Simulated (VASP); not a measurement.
# Sn (P-1) in VASP: a series of runs

The runs below take Sn through single point, with PBE.

All numbers are computed with VASP 6.6.1; they aren't measurements. Logs are shortened: lines on timing, memory, paths and dates and some standing lists are left out, and cuts for length are marked.

## 1. The cell of the first run

The typed cell holds 2 atoms: a = 3.690 Å, b = 3.676 Å, c = 3.884 Å, α = 97.87°, β = 86.58°, γ = 99.37°.

This isn't the form of Sn at room conditions, which is tetragonal (white tin).

## 2. Single point, PBE, 25.73 Å³/atom (strain = -0.04; cell sheared at random, sigma 0.1, atoms nudged by 0.01 Å)

Input file INCAR:

```
PREC = Accurate
ENCUT = 520
EDIFF = 1E-6
ISMEAR = -1
SIGMA = 0.05
LREAL = False
LASPH = True
NELM = 100
ALGO = Fast
ISIF = 2
LWAVE = False
LCHARG = True
GGA = PE
LELF = True
LVHAR = True
NBANDS = 21
```

Input file KPOINTS:

```
Automatic mesh
0
Gamma
  7 7 7
```

Input file POSCAR:

```
Sn
1.0
    0.2978504900     -3.6764842600     -0.1007980704
   -3.6556974400      0.2978504900      0.2503228128
    0.2607529300     -0.1049979900     -3.8743000416
Sn
2
Direct
    0.4961677900      0.5024084900      0.4996695300
    0.0038322100      0.9975915100      0.0003304700
```

Potentials or basis: VASP PAW PBE potentials, release 64 (Sn_d).

Launch:

```bash
cat potpaw_PBE.64/Sn_d/POTCAR > POTCAR
mpirun -np 1 vasp_std > vasp.out
```

OUTCAR:

```text
PREC = Accurate
   ENCUT = 520
   EDIFF = 1E-6
   ISMEAR = -1
   LREAL = False
   LASPH = True
   NELM = 100
   ISIF = 2
   GGA = PE

 ion  position               nearest neighbor table
   1  0.496  0.502  0.500-   2 2.97   2 2.99   2 3.16   2 3.16   2 3.18   2 3.23   2 3.58   2 3.65

   2  0.004  0.998  0.000-   1 2.97   1 2.99   1 3.16   1 3.16   1 3.18   1 3.23   1 3.58   1 3.65

  LATTYP: Found a triclinic cell.
 ALAT       =     3.8844841975
 B/A-ratio  =     1.4679042511
 C/A-ratio  =     2.7943115015
 COS(alpha) =     0.0013587679
 COS(beta)  =     0.6027789924
 COS(gamma) =     0.7694769772

  Lattice vectors:

 A1 = (  -0.2607529300,   0.1049979900,   3.8743000416)
 A2 = (  -3.9164503700,   0.4028484800,   4.1246228544)
 A3 = (   7.0877395100,  -4.0621892600,   7.1471563872)

Analysis of symmetry for initial positions (statically):
=====================================================================
 Subroutine PRICEL returns:
 Original cell was already a primitive cell.

 Routine SETGRP: Setting up the symmetry group for a
 triclinic supercell.

 Subroutine GETGRP returns: Found  2 space group operations
 (whereof  1 operations were pure point group operations)
 out of a pool of  2 trial point group operations.

The static configuration has the point symmetry C_1 .
 The point group associated with its full space group is S_2 .

Analysis of symmetry for dynamics (positions and initial velocities):
=====================================================================
 Subroutine PRICEL returns:
 Original cell was already a primitive cell.

 Routine SETGRP: Setting up the symmetry group for a
 triclinic supercell.

 Subroutine GETGRP returns: Found  2 space group operations
 (whereof  1 operations were pure point group operations)
 out of a pool of  2 trial point group operations.

The dynamic configuration has the point symmetry C_1 .
 The point group associated with its full space group is S_2 .

 Subroutine INISYM returns: Found  2 space group operations
 (whereof  1 operations are pure point group operations),
 and found     1 'primitive' translations

----------------------------------------------------------------------------------------

                                     Primitive cell

  volume of cell :      51.4643

  direct lattice vectors                    reciprocal lattice vectors
     0.297850490 -3.676484260 -0.100798070    -0.021911856 -0.273937289  0.005949277
    -3.655697440  0.297850490  0.250322813    -0.276564803 -0.021911856 -0.018019870
     0.260752930 -0.104997990 -3.874300042    -0.017299075  0.005711306 -0.259430207

  length of vectors
     3.689906730  3.676343319  3.884484198     0.274876630  0.278016070  0.260069047

  position of ions in fractional coordinates (direct lattice)
     0.496167790  0.502408490  0.499669530
     0.003832210  0.997591510  0.000330470

  ion indices of the primitive-cell ions
   primitive index   ion index
                 1           1
                 2           2

----------------------------------------------------------------------------------------

 KPOINTS: Automatic mesh

Automatic generation of k-mesh.
 Grid dimensions read from file:
 generate k-points for:    7    7    7

 Generating k-lattice:

  Cartesian coordinates                     Fractional coordinates (reciprocal lattice)
    -0.003130265 -0.039133898  0.000849897     0.142857143 -0.000000000  0.000000000
    -0.039509258 -0.003130265 -0.002574267    -0.000000000  0.142857143  0.000000000
    -0.002471296  0.000815901 -0.037061458     0.000000000  0.000000000  0.142857143

  Length of vectors
     0.039268090  0.039716581  0.037152721

  Shift w.r.t. Gamma in fractional coordinates (k-lattice)
     0.000000000  0.000000000  0.000000000

 Subroutine IBZKPT returns following result:
 ===========================================

 Found    172 irreducible k-points:

 Following reciprocal coordinates:
            Coordinates               Weight
  0.000000  0.000000  0.000000      1.000000
  0.142857 -0.000000  0.000000      2.000000
  0.285714 -0.000000  0.000000      2.000000
  0.428571  0.000000  0.000000      2.000000
 -0.000000  0.142857  0.000000      2.000000
  0.142857  0.142857 -0.000000      2.000000
[... 16 lines left out ...]
 -0.428571  0.428571  0.000000      2.000000
 -0.285714  0.428571  0.000000      2.000000
 [... further k-points ...]
   k-points           NKPTS =    172   k-points in BZ     NKDIM =    172   number of bands    NBANDS=     21
   number of dos      NEDOS =    301   number of ions     NIONS =      2
   total plane-waves  NPLWV =  23520
   dimension x,y,z NGX =    28 NGY =   28 NGZ =   30
   dimension x,y,z NGXF=    56 NGYF=   56 NGZF=   60
   ions per type =               2
   NGX,Y,Z   is equivalent  to a cutoff of  12.62, 12.66, 12.84 a.u.
   NGXF,Y,Z  is equivalent  to a cutoff of  25.23, 25.32, 25.68 a.u.
 SYSTEM =  unknown system
   PREC   = accura    normal or accurate (medium, high low for compatibility)
   ISTART =      0    job   : 0-new  1-cont  2-samecut
   ICHARG =      2    charge: 1-file 2-atom 10-const
   ISPIN  =      1    spin polarized calculation?
   LNONCOLLINEAR =      F non collinear calculations
   LSORBIT =      F    spin-orbit coupling
   LASPH  =      T    aspherical Exc in radial PAW
   ENCUT  =  520.0 eV  38.22 Ry    6.18 a.u.   6.86  6.84  7.22*2*pi/ulx,y,z
   NELM   =    100;   NELMIN=  2; NELMDL= -5     # of ELM steps
   EDIFF  = 0.1E-05   stopping-criterion for ELM
   LREAL  =      F    real-space projection
   EDIFFG = 0.1E-04   stopping-criterion for IOM
   NSW    =      0    number of steps for IOM
   IBRION =     -1    ionic relax: 0-MD 1-quasi-New 2-CG
   NFREE  =      0    steps in history (QN), initial steepest desc. (CG)
   ISIF   =      2    stress and relaxation
   ISYM   =      2    0-nonsym 1-usesym 2-fastsym
   POTIM  = 0.5000    time-step for ionic-motion
   TEBEG  =    0.0;   TEEND  =   0.0 temperature during run
   PSTRESS=    0.0 pullay stress
   NELECT =      28.0000    total number of electrons
   NUPDOWN=      -1.0000    fix difference up-down
   EMIN   =  10.00;   EMAX   =-10.00  energy-range for DOS
   EFERMI =   0.00;   METHOD = LEGACY
   ISMEAR =    -1;   SIGMA  =   0.05  broadening in eV -4-tet -1-fermi 0-gaus
   EFERMI_NEDOS =   21; number of points for ismear=-14 and -15
   IALGO  =     68    algorithm
   IMIX   =      4    mixing-type and parameters
     AMIX     =   0.40;   BMIX     =  1.00
     AMIX_MAG =   1.60;   BMIX_MAG =  1.00
  volume/ion in A,a.u.               =      25.73       173.65
  Fermi-wavevector in a.u.,A,eV,Ry     =   1.336469  2.525559 24.302023  1.786148
  Thomas-Fermi vector in A             =   2.465093
   LORBIT       =      0    0 simple, 1 ext, 2 COOP (PROOUT), +10 PAW based schemes
   GGA     = PE    functional components
   LHFCALC =     F    Hartree Fock is set to
   AEXX    =    0.0000 exact exchange contribution
   IVDW    =     0    specifies the selected vdW correction
   LEPSILON=     F    determine dielectric tensor
   LRPA    =     F    only Hartree local field effects (RPA)
 non-spin polarized calculation
 RMM-DIIS sequential band-by-band and
  energy-cutoff  :      520.00
  volume of cell :       51.46
 maximum number of plane-waves:      1399
   NGX = 13   NGY = 13   NGZ = 15

 number of electron      27.9999998 magnetization

 Free energy of the ion-electron system (eV)
  ---------------------------------------------------
  ext. energy  EPLUGINS =         0.00000000
  ---------------------------------------------------
  free energy    TOTEN  =        -7.39328651 eV

  energy without entropy =       -7.38523262  energy(sigma->0) =       -7.38925957

 E-fermi :   8.7325     XC(G=0): -10.6085

 val. band max:        8.7258530504   @ k =  -0.1429   0.2857   0.4286
 cond. band min:       8.7433448604   @ k =  -0.4286   0.2857   0.4286
 fundamental gap:      0.0174918100
 Fermi energy:         8.7324831866

 k-point     1 :       0.0000    0.0000    0.0000
  band No.  band energies     occupation
      1     -13.0028      2.00000
      2     -12.9036      2.00000
      3     -12.8944      2.00000
      4     -12.8944      2.00000
      5     -12.7681      2.00000
      6     -12.7241      2.00000
[... 13 lines left out ...]
     20      17.6841      0.00000
     21      19.7477      0.00000

 k-point     2 :       0.1429   -0.0000    0.0000
  band No.  band energies     occupation
      1     -12.9817      2.00000
      2     -12.8834      2.00000
      3     -12.8823      2.00000
      4     -12.8801      2.00000
      5     -12.7687      2.00000
      6     -12.7286      2.00000
[... 13 lines left out ...]
     20      16.3290      0.00000
     21      19.1347      0.00000

 k-point     3 :       0.2857   -0.0000    0.0000
  band No.  band energies     occupation
      1     -12.9218      2.00000
      2     -12.8509      2.00000
      3     -12.8428      2.00000
      4     -12.8273      2.00000
      5     -12.7692      2.00000
      6     -12.7397      2.00000
[... 13 lines left out ...]
     20      18.0187      0.00000
     21      18.1526      0.00000
[... 457 lines left out ...]
 k-point    23 :      -0.4286    0.4286    0.0000
  band No.  band energies     occupation
      1     -13.0229      2.00000
      2     -12.8906      2.00000
      3     -12.8696      2.00000
      4     -12.8667      2.00000
      5     -12.7438      2.00000
      6     -12.6895      2.00000
[... 13 lines left out ...]
     20      16.7581      0.00000
     21      18.3602      0.00000

 k-point    24 :      -0.2857    0.4286    0.0000
  band No.  band energies     occupation
      1     -12.9942      2.00000
      2     -12.8607      2.00000
      3     -12.8568      2.00000
      4     -12.8485      2.00000
      5     -12.7651      2.00000
      6     -12.6972      2.00000
[... 13 lines left out ...]
     20      18.1711      0.00000
     21      18.2833      0.00000

 [... further k-points ...]

------------------------ aborting loop because EDIFF is reached ----------------------------------------

  FORCE on cell =-STRESS in cart. coord.  units (eV):
  Direction    XX          YY          ZZ          XY          YZ          ZX
  --------------------------------------------------------------------------------------
  -------------------------------------------------------------------------------------
  Total        1.6659202      1.5872183      1.9156147      0.6796335      0.5228870      0.8956058
  in kB       51.8631091     49.4129752     59.6365489     21.1582185     16.2784173     27.8818288
  external PRESSURE =      53.6375444 kB  Pullay stress =       0.0000000 kB

 VOLUME and BASIS-vectors are now :
 -----------------------------------------------------------------------------
  energy-cutoff  :      520.00
  volume of cell :       51.46
      direct lattice vectors                 reciprocal lattice vectors
     0.297850490 -3.676484260 -0.100798070    -0.021911856 -0.273937289  0.005949277
    -3.655697440  0.297850490  0.250322813    -0.276564803 -0.021911856 -0.018019870
     0.260752930 -0.104997990 -3.874300042    -0.017299075  0.005711306 -0.259430207

 POSITION                                       TOTAL-FORCE (eV/Angst)
 -----------------------------------------------------------------------------------
     -1.55858     -1.72697     -1.86012        -0.004359     -0.041472     -0.001777
     -3.64567      0.28301      0.24805         0.004359      0.041472      0.001777
 -----------------------------------------------------------------------------------
    total drift:                               -0.000000     -0.000000     -0.000000

  FREE ENERGIE OF THE ION-ELECTRON SYSTEM (eV)
  ---------------------------------------------------
  free  energy   TOTEN  =        -7.3932865110 eV

  energy  without entropy=       -7.3852326204  energy(sigma->0) =       -7.38925957
```

Run time: 66 s. Hardware: 1 thread of Intel Xeon 6975P-C (Granite Rapids), shared host; peak memory 0.26 GiB.

Results:

```
Free energy            : -7.3933 eV
Pressure               : 5.4 GPa
Largest force          : 0.042 eV/Å
Band gap on the k mesh : none (metal or under the smearing width)
```

## 3. Single point, PBE, 26.27 Å³/atom (strain = -0.02; cell sheared at random, sigma 0.1, atoms nudged by 0.01 Å)

INCAR is that of step 2.

KPOINTS is that of step 2.

Input file POSCAR:

```
Sn
1.0
    0.2978504900     -3.6764842600     -0.1028980302
   -3.6556974400      0.2978504900      0.2555378714
    0.2607529300     -0.1049979900     -3.9550146258
Sn
2
Direct
    0.4961677900      0.5024084900      0.4996695300
    0.0038322100      0.9975915100      0.0003304700
```

Potentials or basis: VASP PAW PBE potentials, release 64 (Sn_d).

Launch:

```bash
cat potpaw_PBE.64/Sn_d/POTCAR > POTCAR
mpirun -np 1 vasp_std > vasp.out
```

Wall time 68 s (1 thread of Intel Xeon 6975P-C (Granite Rapids), shared host); peak memory 0.26 GiB.

The run converged. Its results:

```yaml
Free_energy: -7.4274 eV
Pressure: 4.0 GPa
Largest_force: 0.032 eV/Å
Band_gap_on_the_k_mesh: none (metal or under the smearing width)
```
